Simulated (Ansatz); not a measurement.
Phases of ZnSe at 31 GPa

Structure types of ZnSe are relaxed in primitive cells with their symmetry kept at 31 GPa, on PAW files; LAPW relaxes the small cells further and takes the PAW cell for the others (marked *). The enthalpy is E + pV at zero temperature, without zero-point motion. Only the types listed were tried, and differences under about 5 meV/atom are mesh noise. The real phase may be another.

Computed with Ansatz 0.2.0; functional PBE, scalar-relativistic. Settings: Fermi–Dirac smearing of 0.08 eV, no spin polarisation. Methods: LAPW: all electrons, basis error target 0.5 meV/atom; PAW: frozen-core files, cutoff 420 eV.

k meshes: rocksalt 14×14×14, CsCl 14×14×14, zincblende 13×13×13, NiAs 11×11×6.

Task: Which type is lowest in enthalpy, and by how much?

Result: rocksalt, 42 meV/atom below NiAs. The whole table:

```csv
start type,ends as,"a, b, c (Å)",V (Å³/atom),"H − H(lowest), LAPW (meV/atom)","same, PAW"
rocksalt,"rocksalt, Fm-3m","4.941, 4.941, 4.941",15.08,0.0,0.0
CsCl,"CsCl, Pm-3m","3.070, 3.070, 3.070",14.46,421.9,422.7
zincblende,"zincblende, F-43m","5.211, 5.211, 5.211",17.69,306.3,305.7
NiAs*,"NiAs, P6_3/mmc","3.489, 3.489, 5.771",15.21,42.1,42.3
```

Task: Split the lead of rocksalt over NiAs into energy and pV.

Result: For NiAs less rocksalt: ΔE = +16.4 meV/atom, and p·ΔV = 31 GPa × +0.1326 Å³ × 6.242 meV/(GPa·Å³) = +25.7 meV/atom, together 42.1 meV/atom. rocksalt wins on both counts.
